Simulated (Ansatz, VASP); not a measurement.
# TiTe2: VASP beside Ansatz

INCAR

```
SYSTEM = TiTe2
ALGO = Normal ; EDIFF = 1E-6
ENCUT = 520 ; GGA = CA
ISIF = 2 ; ISMEAR = -1
LASPH = .True. ; LCHARG = .True.
LELF = .True. ; LREAL = .False.
LVHAR = .True. ; LWAVE = .False.
NBANDS = 19 ; NELM = 100
PREC = Accurate ; SIGMA = 0.05
```

File KPOINTS:

```
k-points
0
Gamma
  8 8 4
  0 0 0
```

Contents of POSCAR:

```
TiTe2
1.0
    3.6998967326      0.0000000000      0.0000000000
   -1.8499483663      3.2042045618      0.0000000000
    0.0000000000      0.0000000000      6.3653505344
Te Ti
2 1
Direct
    0.3333333333      0.6666666667      0.7372000000
    0.6666666667      0.3333333333      0.2628000000
    0.0000000000      0.0000000000      0.0000000000
```

Contents of input.yaml:

```yaml
crystal:
  lattice:
    - [3.6998967326, 0.0, 0.0]
    - [-1.8499483663, 3.2042045618, 0.0]
    - [0.0, 0.0, 6.3653505344]
  atoms:
    - { symbol: Te, position: [0.3333333333, 0.6666666667, 0.7372] }
    - { symbol: Te, position: [0.6666666667, 0.3333333333, 0.2628] }
    - { symbol: Ti, position: [0.0, 0.0, 0.0] }
kpoints:
  mp_grid: { grid: [8, 8, 4] }
scf:
  occupations: { method: fermi_dirac, width: 0.05 }
hamiltonian:
  xc: lda
  pseudopotentials: { kind: all_electron, lapw: { basis_error: 0.002 } }
output:
  forces: true
  stress: true
  eigenvalues: true
```

Change from the starting cell: volume scaled by 0.94.

Alike in both runs: task single point; functional LDA; k mesh 8 × 8 × 4; occupations fermi-dirac, width 0.05 eV; no spin polarisation.

|  | VASP | Ansatz |
| --- | --- | --- |
| version | VASP 6.6.1 | Ansatz 0.2.0 |
| potentials or method | VASP PAW LDA potentials, release 64 (Te, Ti_sv) | all-electron LAPW, scalar-relativistic |
| plane-wave cutoff (eV) | 520 | see its input |

|  | VASP | Ansatz | Ansatz less VASP |
| --- | --- | --- | --- |
| gap on the k mesh at the Fermi level (eV) | none | none | - |
| pressure (GPa) | 0.0 | -0.1 | -0.09 |
| largest component of the traceless stress (GPa) | 0.43 | 0.43 | +0.001 |
| rms of the force components (eV/Å) | 0.119 | 0.105 | -0.0138 |

Atom by atom the forces differ by 0.014 eV/Å (rms over components). A gap of «none» marks a metal or a gap that the smearing closes. Ansatz ran all-electron here, so the differences hold the error of VASP's frozen core and of both bases.

The runs have no spin-orbit coupling, so splittings on Te are missing.
